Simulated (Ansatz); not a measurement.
# MnO (Fm-3m) in Ansatz: equation of state

Aim: energy against volume of MnO in PBE, for its equilibrium volume and stiffness.

All numbers are computed with Ansatz 0.2.0; they aren't measurements. Logs are shortened: lines on timing, memory, paths and dates and some standing lists are left out, and cuts for length are marked.

### Step 1. Starting point

The structure is cubic, space group Fm-3m (No. 225). The conventional cell has a = 4.448 Å, b = 4.448 Å, c = 4.448 Å, α = 90.00°, β = 90.00°, γ = 90.00°. Mn (site symmetry m-3m) is surrounded by 6 O at 2.22 Å. O (site symmetry m-3m) has 6 Mn at 2.22 Å as nearest neighbours.

The cell is a database's computed one.

### Step 2. Single point, PBE, collinear spin, ferromagnetic start, 10.34 Å³/atom (volume scaled by 0.94)

input.yaml

```yaml
crystal:
  lattice:
    - [0.0, 2.1785090927, 2.1785090927]
    - [2.1785090927, 0.0, 2.1785090927]
    - [2.1785090927, 2.1785090927, 0.0]
  atoms:
    - { symbol: Mn, position: [0.0, 0.0, 0.0], spin: 4.0 }
    - { symbol: O, position: [0.5, 0.5, 0.5] }
hamiltonian:
  xc: pbe
  pseudopotentials: { kind: paw }
magnetization:
  spin_polarized: true
kpoints:
  mp_grid: { grid: [10, 10, 10] }
scf:
  occupations: { method: fermi_dirac, width: 0.05 }
output:
  forces: true
  stress: true
  eigenvalues: true
```

Potentials or basis: Ansatz PAW.

The run is started by

```bash
$ ansatz run input.yaml --threads 2 --pin off --max-ram 5120MiB --backend cpu --events-out ev --progress --plain --runs-dir out
```

What it wrote:

```text
Warning: RAYON_NUM_THREADS=2 ignored (pool sized by the plan → 2); use --threads N
Engine: ansatz 0.2.0, x86_64-unknown-linux-gnu
Pseudopotentials: kind: paw
Pseudopotential: Mn, paw, valence charge 15, recommended cutoff 420 eV (normal), Mn.paw.azcp
Pseudopotential: O, paw, valence charge 6, recommended cutoff 420 eV (normal), O.paw.azcp
Functional definition: PBE
  parameter kappa = 0.804
  parameter beta = 0.06672455060314922
  exchange = pbe_x(kappa = kappa, mu = beta*pi^2/3)
  correlation = pbe_c(beta = beta)
Crystal: 2 atoms, lattice volume = 20.678 Å³
Basis set: ecut = 420 eV, 411 PW (Γ), exchange–correlation on 48×48×48 points (8 copies of the dense FFT grid, shifted against one another)
Bands: 17, of which v1, the nominal top of the filled ones, is band 11 counted from 1 (10 counted from 0)
Symmetry: 48 space group operations
Space group: Fm-3m (ITA 225), of the structure as read, at distance tolerance 2.7e-5 Å
Magnetic group: BNS 225.116 (UNI 1618), of the structure as read, at distance tolerance 2.7e-5 Å
k-points: 47 of 1000
Non-local potential: Mn, projectors of the file, l = 0: 3, l = 1: 2, l = 2: 3, l = 3: 1
Non-local potential: O, projectors of the file, l = 0: 2, l = 1: 2, l = 2: 1
PAW form: soft (Blöchl's): semilocal exchange-correlation on the pseudo side does not see the compensation charge
PAW one-centre angular grid: Mn, 590 points (default); XC on 64 Gauss nodes
PAW one-centre angular grid: O, 110 points (default); XC on 64 Gauss nodes
Initial density: superposition of atomic densities (chi_scale 0.1, normalization cell, long waves kept (reshape's long-wave potential 0.00 eV rms))
Starting moments: Σ|m| = 4 μB on 1 of 2 sites
Initial wavefunctions: pseudopotential atomic-orbital guess
Functional: x = pbe(κ = 0.804, μ = 0.2195149727645171), c = pbe(β = 0.06672455060314922)
SCF iter   1: F=—  HF=-4466.313882 eV  |F-HF|=—  |Δ(HF+E_count)|=         —  Δρ=1.36e-1 (↑1.36e-1 ↓6.23e-2)  dr2=5.41e0  dr2_m=6.37e-1  M=4.393 μB ∫|m|=4.393 μB  β_m=0.30  ethr=3.10e-3  ⟨swp⟩=3.5  Hψ=6469  notcnv=0
Mixer restart at iter 1: flushing history
preconditioner: auto → none  [metal: Δε(μ)=0.021 eV  Ē_g=13.077 eV  σ=0.050 eV  W_gap=0.11  n_scr=8 (ndim 8)  ℏωp=29.4 eV  f_vac=0.000  D(μ)=1.27/eV (n_scr^D=14)  sad-step TF]
SCF iter   2: F=—  HF=-4466.121766 eV  |F-HF|=—  |Δ(HF+E_count)|=   1.92e-1  Δρ=7.80e-2 (↑7.80e-2 ↓2.86e-2)  dr2=1.18e0  dr2_m=3.63e-1  M=4.552 μB ∫|m|=4.552 μB  β_m=0.44  ethr=3.10e-3  ⟨swp⟩=3.1  Hψ=3786  notcnv=0  defer=66
SCF iter   3: F=—  HF=-4466.151792 eV  |F-HF|=—  |Δ(HF+E_count)|=   3.00e-2  Δρ=1.68e-2 (↑1.38e-2 ↓1.68e-2)  dr2=1.47e-1  dr2_m=1.00e-2  M=4.507 μB ∫|m|=4.507 μB  β_m=0.47  ethr=3.10e-3  ⟨swp⟩=2.7  Hψ=3192  notcnv=0  defer=92
SCF iter   4: F=—  HF=-4466.106177 eV  |F-HF|=—  |Δ(HF+E_count)|=         —  Δρ=5.99e-3 (↑5.38e-3 ↓5.99e-3)  dr2=1.09e-2  dr2_m=2.68e-3  M=4.522 μB ∫|m|=4.522 μB  β_m=0.47  ethr=6.99e-4  ⟨swp⟩=2.4  Hψ=2867  notcnv=0  defer=92
Mixer restart at iter 4: flushing history
SCF iter   5: F=—  HF=-4466.121981 eV  |F-HF|=—  |Δ(HF+E_count)|=   1.58e-2  Δρ=5.52e-3 (↑5.52e-3 ↓2.97e-3)  dr2=5.83e-3  dr2_m=1.08e-3  M=4.542 μB ∫|m|=4.542 μB  β_m=0.57  ethr=5.19e-5  ⟨swp⟩=2.1  Hψ=2502  notcnv=0  defer=92
SCF iter   6: F=—  HF=-4466.140080 eV  |F-HF|=—  |Δ(HF+E_count)|=   1.81e-2  Δρ=2.63e-3 (↑2.63e-3 ↓2.13e-3)  dr2=6.32e-4  dr2_m=9.08e-4  M=4.558 μB ∫|m|=4.558 μB  β_m=0.68  ethr=2.78e-5  ⟨swp⟩=2.0  Hψ=2786  notcnv=0  defer=94
SCF iter   7: F=—  HF=-4466.146043 eV  |F-HF|=—  |Δ(HF+E_count)|=   5.96e-3  Δρ=1.75e-3 (↑1.36e-3 ↓1.75e-3)  dr2=1.30e-3  dr2_m=1.06e-4  M=4.563 μB ∫|m|=4.563 μB  β_m=0.81  ethr=3.01e-6  ⟨swp⟩=2.0  Hψ=3035  notcnv=0  defer=94
SCF iter   8: F=—  HF=-4466.147695 eV  |F-HF|=—  |Δ(HF+E_count)|=   1.65e-3  Δρ=1.86e-3 (↑1.86e-3 ↓7.11e-4)  dr2=3.42e-4  dr2_m=2.54e-4  M=4.578 μB ∫|m|=4.578 μB  β_m=0.70  ethr=3.01e-6  ⟨swp⟩=2.0  Hψ=3108  notcnv=0  defer=95
SCF iter   9: F=—  HF=-4466.147591 eV  |F-HF|=—  |Δ(HF+E_count)|=   1.05e-4  Δρ=3.31e-4 (↑3.31e-4 ↓8.20e-5)  dr2=1.47e-5  dr2_m=6.38e-6  M=4.577 μB ∫|m|=4.577 μB  β_m=0.85  ethr=1.63e-6  ⟨swp⟩=2.1  Hψ=2259  notcnv=0  defer=95
SCF iter  10: F=—  HF=-4466.147598 eV  |F-HF|=—  |Δ(HF+E_count)|=   7.18e-6  Δρ=1.02e-5 (↑9.10e-6 ↓1.02e-5)  dr2=3.46e-8  dr2_m=1.08e-8  M=4.576 μB ∫|m|=4.576 μB  β_m=0.90  ethr=6.98e-8  ⟨swp⟩=2.1  Hψ=2156  notcnv=0  defer=95
SCF iter  11: F=-4466.147598 eV  HF=-4466.147598 eV  |F-HF|=7.49e-10  |Δ(HF+E_count)|=   2.50e-8  Δρ=1.91e-6 (↑1.91e-6 ↓1.30e-6)  dr2=1.42e-9  dr2_m=1.85e-10  M=4.576 μB ∫|m|=4.576 μB  ethr=1.65e-10  ⟨swp⟩=4.2  Hψ=5984  notcnv=0
SCF 1 converged in 11 iterations: F = -4466.147598 eV  dr2 = 1.42e-9
SCF converged after 11 iterations
Magnetization: 4.5764 μB (12.7882 up, 8.2118 down)
Absolute magnetization: 4.5764 μB (∫|ρ↑−ρ↓|, with the PAW one-centre terms)
Spin contamination: 0.0146 ħ² per cell (⟨S²⟩ above its minimum at these occupations)
Per-site moments (μB) at R_I (Å): [(3.8771807983914455, 0.89863500073875), (0.21635299127058263, 0.89863500073875)]
Free energy (F): -4466.147598 eV
Harris-Foulkes:  -4466.147598 eV  (|F-HF|=7.49e-10)
Internal energy: -4466.137204 eV  (E = F + TS)
E sigma→0 (E₀):  -4466.142401 eV
Entropy (-TS):   -0.010394 eV (-5.197 meV/atom)
Fermi energy:    14.586704 eV
--- Per-component energies (eV) ---
  E_band       = -227.386346
  E_kinetic    = 476.104613
  E_local      = -2160.805324  (includes V_loc(G=0)·N_el)
  E_nonlocal   = 302.165630
  E_hartree    = 868.791158
  E_xc         = -185.183960
  E_vxc        = -236.643597  (∫ρ·V_xc dr)
  E_paw        = -1465.656054  (= ΣΔE_a)
  E_vpaw       = -345.792850  (= ΣTr[D̂ρ^β])
  E_aug_tail   = 0.002364  (compensation charges beyond the density's cutoff)
  E_ewald      = -2301.555631
  E_smearing   = -0.010394  (= −TS)
  E_closure    = 0.000000  (closes the sum)
  Σ components = -4466.147598   (vs F -4466.147598, Δ=0.00e0)
--- Forces (eV/Å), atoms counted from 1 ---
  atom   1  Mn    -0.00000000     0.00000000    -0.00000000
  atom   2  O      0.00000000    -0.00000000    -0.00000000
  max |Σ_I F_I| component: 2.31e-29 eV/Å
--- Stress (GPa, compression-positive) ---
        6.528881       0.000000       0.000000
        0.000000       6.528881       0.000000
       -0.000000       0.000000       6.528881
  P = ⅓ Tr σ = 6.5289 GPa (65.289 kbar)
--- Band table (eV; the first three rows and the last of 94) ---
  k-point 0 ↑: bands = ["-67.0256", "-35.7621", "-35.7621", "-35.7621", "-6.3061", "10.4549", "10.4549", "10.4549", "11.2746", "11.2746", "11.2746", "11.8563", "11.8563", "14.2711", "28.6639", "31.2644", "31.2644"]
  k-point 1 ↑: bands = ["-67.0248", "-35.7702", "-35.7631", "-35.7631", "-6.2110", "9.5961", "9.9295", "9.9295", "11.4004", "11.4004", "11.5323", "12.3964", "12.3964", "14.9496", "27.6346", "30.9412", "30.9412"]
  k-point 2 ↑: bands = ["-67.0225", "-35.7912", "-35.7657", "-35.7657", "-5.9519", "8.2069", "9.1665", "9.1665", "11.6381", "11.6381", "11.8221", "13.3013", "13.3013", "16.2692", "25.7099", "29.7599", "29.7599"]
  k-point 46 ↓: bands = ["-62.4109", "-31.3207", "-31.3037", "-31.2862", "-4.7640", "8.0796", "8.6706", "8.9129", "15.0947", "16.1322", "16.6739", "16.9058", "17.4009", "23.5418", "24.0566", "24.9513", "27.8949"]
```

It took 2 s on 2 threads of Intel Xeon Platinum 8259CL at 2.50GHz (Skylake/Cascade Lake), shared host; peak memory 0.34 GiB.

What came out:

| Property | Result |
| --- | --- |
| Free energy | -4466.1476 eV |
| Pressure | 6.5 GPa |
| Band gap on the k mesh | none (metal or under the smearing width) |
| Net moment | 4.58 μB per cell |
| Absolute moment | 4.58 μB per cell |
| Site moments | Mn +3.88; O +0.22 μB |

Caveat: the pressure holds a Pulay correction of +0.6 GPa for the finite cutoff; a cell with one magnetic atom can't hold antiferromagnetic order, which such compounds often take; semilocal functionals often make such compounds metallic where correlation or magnetic order opens a gap, which also shifts bond lengths.

### Step 3. Single point, PBE, collinear spin, ferromagnetic start, 10.56 Å³/atom (volume scaled by 0.96)

input.yaml: that of step 2 with these lines changed.

```diff
@@ -2,5 +2,5 @@
   lattice:
-    - [0.0, 2.1785090927, 2.1785090927]
-    - [2.1785090927, 0.0, 2.1785090927]
-    - [2.1785090927, 2.1785090927, 0.0]
+    - [0.0, 2.1938512115, 2.1938512115]
+    - [2.1938512115, 0.0, 2.1938512115]
+    - [2.1938512115, 2.1938512115, 0.0]
   atoms:
```

Potentials or basis: Ansatz PAW.

The run is started by

```bash
$ ansatz run input.yaml --threads 2 --pin off --max-ram 5120MiB --backend cpu --events-out ev --progress --plain --runs-dir out
```

Wall time 2.2 s (2 threads of Intel Xeon Platinum 8259CL at 2.50GHz (Skylake/Cascade Lake), shared host); peak memory 0.35 GiB.

The run converged. Its results:

```yaml
Free_energy: -4466.1620 eV
Pressure: 4.2 GPa
Band_gap_on_the_k_mesh: none (metal or under the smearing width)
Net_moment: 4.65 μB per cell
Absolute_moment: 4.65 μB per cell
Site_moments: Mn +3.94; O +0.22 μB
```

Caveat: the pressure holds a Pulay correction of +0.6 GPa for the finite cutoff; a cell with one magnetic atom can't hold antiferromagnetic order, which such compounds often take; semilocal functionals often make such compounds metallic where correlation or magnetic order opens a gap, which also shifts bond lengths.

(Part 1 of 2 ends here.)
